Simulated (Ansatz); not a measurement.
What a change of settings does to a run on AlNi

The cell is COD entry 9008802, as deposited and not checked against the literature; nothing was relaxed. The listed cell was then made from it by scaling, straining or moving an atom.

First run: DFT, PBE, all-electron PAW with datasets made for the crystal, scalar-relativistic (Ansatz 0.2.0).

Command: `ansatz run input.yaml --threads 1 --pin off --max-ram 3072MiB --backend cpu --events-out ev --progress --plain --runs-dir out` The run took 72 s on 1 thread of Intel(R) Xeon(R) 6975P-C (Granite Rapids), with other jobs on the host, peak memory 1.4 GiB.

```yaml
crystal:
  lattice:
    - [2.881, 0.0, 0.0]
    - [0.0, 2.881, 0.0]
    - [0.0, 0.0, 2.881]
  atoms:
    - { symbol: Al, position: [0.0, 0.0, 0.0] }
    - { symbol: Ni, position: [0.5160319334, 0.5160319334, 0.5160319334], spin: 1.5 }
magnetization:
  spin_polarized: true
kpoints:
  mp_grid: { grid: [14, 14, 14] }
scf:
  occupations: { method: fermi_dirac, width: 0.03 }
hamiltonian:
  xc: pbe
  pseudopotentials: { kind: all_electron, datasets: crystal }
output:
  forces: true
  stress: true
  eigenvalues: true
  efg: { contact_densities: true }
```

Result: converged; pressure 2.46 GPa; largest force 0.484 eV/Å; moment 0.00 μB; 8 SCF iterations.

The input is then changed:

```diff
@@ -12,5 +12,5 @@
   mp_grid: { grid: [14, 14, 14] }
 scf:
-  occupations: { method: fermi_dirac, width: 0.03 }
+  occupations: { method: gaussian, width: 0.15 }
 hamiltonian:
   xc: pbe
@@ -21,3 +21,5 @@
   eigenvalues: true
   efg: { contact_densities: true }
+basis:
+  xc_grid: 2
```

(1) What does the second run give?

Answers

(1) It converged; energy at zero smearing -0.2 meV/atom from the first run; pressure 2.47 GPa; largest force 0.484 eV/Å; moment 0.00 μB; 8 SCF iterations.
